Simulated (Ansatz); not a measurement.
Crystal: Ti.

```
Ti
1.0
    -1.64100    1.64100    1.64100
     1.64100   -1.64100    1.64100
     1.64100    1.64100   -1.64100
Ti
1
Direct
  0.00000 0.00000 0.00000
```

This isn't the form of Ti at room conditions, which is hcp.

| Quantity | Value |
| --- | --- |
| Program | Ansatz 0.2.0 |
| Task | relaxation of cell and atoms |
| Functional | BLYP |
| Dispersion | D4 |
| Potentials or basis | all-electron LAPW, scalar-relativistic |
| Basis error allowed | 0.001 eV/atom |
| k mesh | 11 × 11 × 11 |
| Occupations | fermi-dirac, width 0.05 eV |
| Spin | no spin polarisation |

At the start: volume 17.68 Å³/atom.

Task: Where does the relaxation end?

Result: Over 5 steps the energy falls by 7.8 meV/atom and the volume is 17.03 Å³/atom (-3.7 %); space group Im-3m (No. 229, to 0.05 Å).

Step by step:
```
step  energy change (eV)  largest force (eV/Å)  volume (Å³)
   1              0.0000                0.0000        17.68
   2             -0.0020                0.0000        16.50
   3             -0.0078                0.0000        17.05
   4             -0.0078                0.0000        17.03
   5             -0.0078                0.0000        17.03
```

Final structure:
```yaml
crystal:
  lattice:
    - [-1.62061, 1.62061, 1.62061]
    - [1.62061, -1.62061, 1.62061]
    - [1.62061, 1.62061, -1.62061]
  atoms:
    - { symbol: Ti, position: [0.00000, 0.00000, 0.00000] }
```
